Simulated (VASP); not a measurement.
Set up this calculation in VASP 6.6.1, as the native input.

* Task: band structure
* Functional: LDA
* Potentials or basis: VASP PAW LDA potentials, release 64 (Ga_d, N)
* Cutoff: 520 eV
* k mesh: 10 × 10 × 10
* Occupations: gaussian, width 0.02 eV
* Spin: no spin polarisation
* Further INCAR settings: ALGO = Normal; EDIFF = 1e-06; NBANDS = 16

Crystal: GaN.

```
Ga N
1.0
     0.00000    2.13524    2.13524
     2.13524    0.00000    2.13524
     2.13524    2.13524    0.00000
Ga N
1 1
Cartesian
  0.0000 0.0000 0.0000
  2.1352 2.1352 2.1352
```

Measurements of this composition are mostly on another form, of space group No. 186.

One way to write it, as run:

POSCAR

```
GaN
1.0
    0.0000000000      2.1352350000      2.1352350000
    2.1352350000      0.0000000000      2.1352350000
    2.1352350000      2.1352350000      0.0000000000
Ga N
1 1
Direct
    0.0000000000      0.0000000000      0.0000000000
    0.5000000000      0.5000000000      0.5000000000
```

INCAR.step1

```
  PREC = Accurate
  ENCUT = 520
  EDIFF = 1E-6
  ISMEAR = 0
  SIGMA = 0.02
  LREAL = False
  LASPH = True
  NELM = 80
  ALGO = Normal
  ISIF = 2
  LWAVE = False
  LCHARG = True
  NBANDS = 16
```

KPOINTS.step1

```
regular mesh
0
Gamma
  10 10 10
```

INCAR.step2

```
  PREC = Accurate
  ENCUT = 520
  EDIFF = 1E-6
  ISMEAR = 0
  SIGMA = 0.05
  LREAL = False
  LASPH = True
  NELM = 80
  ALGO = Normal
  ISIF = 2
  LWAVE = False
  LCHARG = False
  NBANDS = 16
  ICHARG = 11
```

KPOINTS.step2

```
path GXWKGLUWLK,UX
15
line-mode
reciprocal
 0.0000000000  0.0000000000  0.0000000000  G
 0.5000000000  0.0000000000  0.5000000000  X

 0.5000000000  0.0000000000  0.5000000000  X
 0.5000000000  0.2500000000  0.7500000000  W

 0.5000000000  0.2500000000  0.7500000000  W
 0.3750000000  0.3750000000  0.7500000000  K

 0.3750000000  0.3750000000  0.7500000000  K
 0.0000000000  0.0000000000  0.0000000000  G

 0.0000000000  0.0000000000  0.0000000000  G
 0.5000000000  0.5000000000  0.5000000000  L

 0.5000000000  0.5000000000  0.5000000000  L
 0.6250000000  0.2500000000  0.6250000000  U

 0.6250000000  0.2500000000  0.6250000000  U
 0.5000000000  0.2500000000  0.7500000000  W

 0.5000000000  0.2500000000  0.7500000000  W
 0.5000000000  0.5000000000  0.5000000000  L

 0.5000000000  0.5000000000  0.5000000000  L
 0.3750000000  0.3750000000  0.7500000000  K

 0.6250000000  0.2500000000  0.6250000000  U
 0.5000000000  0.0000000000  0.5000000000  X
```

Potentials or basis: VASP PAW LDA potentials, release 64 (Ga_d, N).

Command:

```console
$ cat potpaw_LDA.64/Ga_d/POTCAR potpaw_LDA.64/N/POTCAR > POTCAR
$ cp INCAR.step1 INCAR
$ cp KPOINTS.step1 KPOINTS
$ mpirun -np 1 vasp_std > vasp.out
$ cp INCAR.step2 INCAR
$ cp KPOINTS.step2 KPOINTS
$ mpirun -np 1 vasp_std > vasp.out
```

Results of the run:

* Band gap on the k mesh: 0.25 eV, indirect (least direct gap 2.45 eV)
* Band gap along the path: 0.22 eV, indirect (least direct gap 2.45 eV)

Caveat: the log is that of the step along the path at fixed density, whose energy, stress, charges and moments have no meaning.

Wall time 28 s on 1 thread of Intel(R) Xeon(R) Platinum 8488C (Sapphire Rapids), with other jobs on the host, peak memory 0.15 GiB.
